**Question: why does my straight line miss the pressure of compressed tin?**

I'm looking at these results for tin in the diamond structure.

GPAW 26.7.0 calculations of diamond-structure tin at fixed volumes, with the PBEsol functional, PAW data sets and a 600 eV plane-wave cutoff. All runs use a 7 × 7 × 7 k mesh and Fermi-Dirac smearing of 0.05 eV, without spin polarisation, spin-orbit coupling or a dispersion correction. Pressure is positive in compression.

| volume (Å³/atom) | shortest distance (Å) | pressure (GPa) |
| --- | --- | --- |
| 29.907 | 2.688 | 9.060 |
| 31.815 | 2.744 | 4.640 |
| 32.799 | 2.772 | 2.830 |
| 33.803 | 2.800 | 1.270 |
| 34.827 | 2.828 | -0.070 |
| 35.872 | 2.856 | -1.200 |
| 38.024 | 2.912 | -2.970 |

I drew a line through the three rows nearest zero pressure and used it as a spring law. In the smallest cell it gives 5.9 GPa, while the table has 9.06 GPa. Yet pressure and volume correlate at −0.98 over all rows. Is the calculation unreliable under compression, or is my law wrong?

**Answer**

The law is wrong, and the signs of its misses give it away. In the smallest cell your line gives 35% too little pressure; in the largest it gives 28% too much tension. Both times the computed pressure lies above the line, as it does in the other two rows that you left out. Scatter would fall on both sides, whereas misses of one sign at both ends mean a curve. The high correlation doesn't help, because a steadily falling curve with a moderate bend, like this one, still correlates well with a line.

A faulty stress could also bend the curve, but the total energies of the same runs argue against it. Pressure is the energy gained per volume removed, so energy differences give a second route to it. Between the two smallest cells that route gives 6.75 GPa, and the mean of the two tabulated pressures is 6.85 GPa. The mean should come out slightly high on a curve that bends upwards. This shows that stress and energy agree, not that the k mesh or the functional is adequate.

Your line assumes that every Å³ removed costs the same extra pressure. The bulk modulus, the pressure needed per fractional loss of volume, would then fall slightly as the cell shrinks. In the table it rises instead, from 30 GPa between the two largest cells to about 71 GPa between the two smallest. Taking volume changes as logarithms while keeping the modulus constant raises the estimate for the smallest cell only to 6.3 GPa. The material itself stiffens, and switching to logarithmic strain doesn't rescue a constant modulus.

Two limits show why the material stiffens. Pull the atoms far apart and their attraction dies away, so tension can't keep growing along a line. Push them together and the electrons are confined, while the Pauli principle keeps the valence electrons orthogonal to the filled shells of neighbouring atoms. Both effects raise the kinetic energy ever more steeply. A curve that joins these limits is steeper under compression than under tension.

The energy terms of the runs fit this picture. Between the two smallest cells, the change in kinetic energy amounts to an outward push of 225 GPa, against an inward pull of 219 GPa from all other terms. Between the two largest, the push is 113 GPa and the pull 115 GPa. Both grow as the cell shrinks, the push faster. The pressure is what remains after they nearly cancel, and its steepening means that the push gains more on the pull with each further Å³ removed. The numbers show this balance; tracing the push to confinement and the Pauli principle is the theoretical part.

A better law needs no more constants than yours. Let V be the volume per atom, V₀ its value at zero pressure and K the bulk modulus there. Measure strain by f = ½[(V₀/V)^(2/3) − 1], which grows by more with each further Å³ removed, and let the energy per atom rise as (9/2)KV₀f². Its derivative gives the pressure:

P = (3/2)K[(V₀/V)^(7/3) − (V₀/V)^(5/3)]

Fitted to your same three rows, it has V₀ = 34.78 Å³ and (3/2)K = 62.6 GPa. For the smallest cell, which was not in the fit, V₀/V = 34.78/29.907 = 1.163. The two powers are 1.422 and 1.286, so P = 62.6 × 0.136 ≈ 8.5 GPa.

That is 6% below the computed pressure, and the other rows outside the fit also lie above this curve. The formula has a built-in stiffening: near zero pressure, K rises by 4 GPa per GPa applied. Between its end intervals the table averages about 4.6, so the formula still stiffens a little too slowly. For practical use, multiply the pressure by four or five and compare the result with K. Here 9 GPa adds roughly 40 GPa to a K of about 42 GPa, so a constant modulus is hopeless; a softer solid reaches that point at lower pressure.

One weakness can't be recognised from the pressure curve. Only the smallest cell has a band gap, 0.19 eV on the k mesh, and spin-orbit coupling was left out. With a splitting of roughly 0.7 eV, a recalled value, the coupling would lift a p-like valence top by a third of that, enough to close the gap. PBEsol usually makes gaps too small, which acts the other way, so whether this cell is a semiconductor remains open.

The curve is also silent on stability, because every cell was kept in the diamond structure. Real tin abandons it well below 9 GPa. Use the compressed rows to learn how this structure stiffens, not as design data for tin under load. The printed analysis below gives both fits and the balance of push and pull.

Output of the analysis:

```
fit of pressure on 3 rows (near): constant 41.57 +/- 2.3, coefficient of vol -1.193 +/- 0.066; rms 0.0554, worst 34.827 0.0784, leave-one-out rms 0.204
  rows outside the fit (model, value, miss): 29.907 5.88, 9.06, -3.18; 31.815 3.603, 4.64, -1.04; 32.799 2.429, 2.83, -0.401; 38.024 -3.807, -2.97, -0.837
fit of pressure on 3 rows (near): coefficient of (s/vol)**(7/3) - (s/vol)**(5/3) 62.57 +/- 0.75, s 34.78; rms 0.0122, worst 34.827 0.0168, leave-one-out rms 0.0443
  rows outside the fit (model, value, miss): 29.907 8.524, 9.06, -0.536; 31.815 4.447, 4.64, -0.193; 32.799 2.754, 2.83, -0.0755; 38.024 -3.11, -2.97, -0.14
Between each row and the row before it, all in GPa:
     row  mean_of_two_pressures  pressure_from_energies  bulk_modulus  kinetic_push  pull_of_other_terms
  31.815                   6.85                   6.752         71.47         225.3               -218.5
  32.799                  3.735                   3.732         59.42         193.7                 -190
  33.803                   2.05                   2.047         51.74         173.3               -171.2
  34.827                    0.6                  0.5993          44.9           154               -153.4
  35.872                 -0.635                 -0.6351         38.22         135.8               -136.5
  38.024                 -2.085                  -2.125         30.38           113               -115.1
Correlation of pressure with volume over all rows: -0.9757
Linear law, miss in the smallest cell, percent of computed pressure: -35.1
Linear law, excess of tension in the largest cell, percent: 28.18
Finite-strain law, miss in the smallest cell, percent of computed pressure: -5.914
Pressure in the smallest cell if the bulk modulus stayed constant, GPa: 6.34
Bulk modulus of the most compressed interval over that of the most stretched: 2.352
Rise of bulk modulus per GPa of pressure, end intervals: 4.599
Largest difference of mean pressure and pressure from energies, GPa: 0.0984
Gap on the mesh in the smallest cell, eV: 0.1897
Rough rise of a p-like valence top by spin-orbit coupling, eV: 0.2333
```
